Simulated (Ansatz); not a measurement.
## Si: a jump of Si

The calculation used DFT PBEsol, scalar-relativistic, plane waves, PAW in Ansatz 0.2.0. Settings: 420 eV cutoff, 3×3×3 k-mesh, Gaussian smearing of 0.02 eV, no spin polarisation.

In a supercell of 16 host sites with charge -2, Si trades places with a neighbouring Si vacancy, moving 1.82 Å between the relaxed ends. Climbing-image nudged elastic band at fixed cell with images 0 (start) to 4 (end), the path measured over all atoms, converged to 0.05 eV/Å; the order of the saddle wasn't checked, and the small cell leaves errors of about a tenth of an eV.

Start:

```
CELL_PARAMETERS angstrom
0.00000 5.43383 -5.43383
5.43383 5.43383 0.00000
5.43383 0.00000 -5.43383
ATOMIC_POSITIONS crystal
Si 0.13926 0.08222 0.13926
Si 0.13926 0.63926 0.13926
Si 0.62354 0.12354 0.12938
Si 0.58222 0.63926 0.13926
Si 0.12938 0.12354 0.62354
Si 0.13926 0.63926 0.58222
Si 0.62354 0.12354 0.62354
Si 0.62354 0.62938 0.62354
Si 0.24344 0.25656 0.24344
Si 0.75656 0.74344 0.24344
Si 0.75656 0.25656 0.24344
Si 0.24344 0.74344 0.75656
Si 0.24344 0.25656 0.75656
Si 0.75656 0.74344 0.75656
Si 0.75000 0.25000 0.75000
```

Atom 1 jumps to (0.155, 0.155, -2.562) Å.

Problem. Give the energy along the band and the structure at its top.

Solution.
```tsv
image	path (Å)	E − E(0) (eV)	Si x (Å)	Si y (Å)	Si z (Å)	force on Si (eV/Å)
0	0.00	0.000	1.203	1.203	-1.513	0.01
1	0.47	0.103	0.962	0.962	-1.755	0.44
2	0.95	0.232	0.679	0.679	-2.038	0.00
3	1.42	0.103	0.397	0.397	-2.320	0.44
4	1.90	0.000	0.155	0.155	-2.562	0.01
```

Barrier 0.23 eV. Image 2:
```
CELL_PARAMETERS angstrom
0.00000 5.43383 -5.43383
5.43383 5.43383 0.00000
5.43383 0.00000 -5.43383
ATOMIC_POSITIONS crystal
Si 0.18750 0.93750 0.18750
Si 0.13250 0.63444 0.13250
Si 0.62089 0.12691 0.13130
Si 0.60056 0.63444 0.13250
Si 0.13130 0.12691 0.62089
Si 0.13250 0.63444 0.60056
Si 0.62089 0.12691 0.62089
Si 0.62419 0.62743 0.62419
Si 0.24250 0.24056 0.24250
Si 0.75411 0.74809 0.24370
Si 0.77444 0.24056 0.24250
Si 0.24370 0.74809 0.75411
Si 0.24250 0.24056 0.77444
Si 0.75411 0.74809 0.75411
Si 0.75081 0.24757 0.75081
```

The relaxation kept the symmetry at the defect while a level is partly filled, so a distortion that splits the level (Jahn–Teller) was held off and may lie lower. The cell is also small for a charged defect.

Cost: 1 run of about 3 core-minutes, on Arm Neoverse V2 (shared hosts).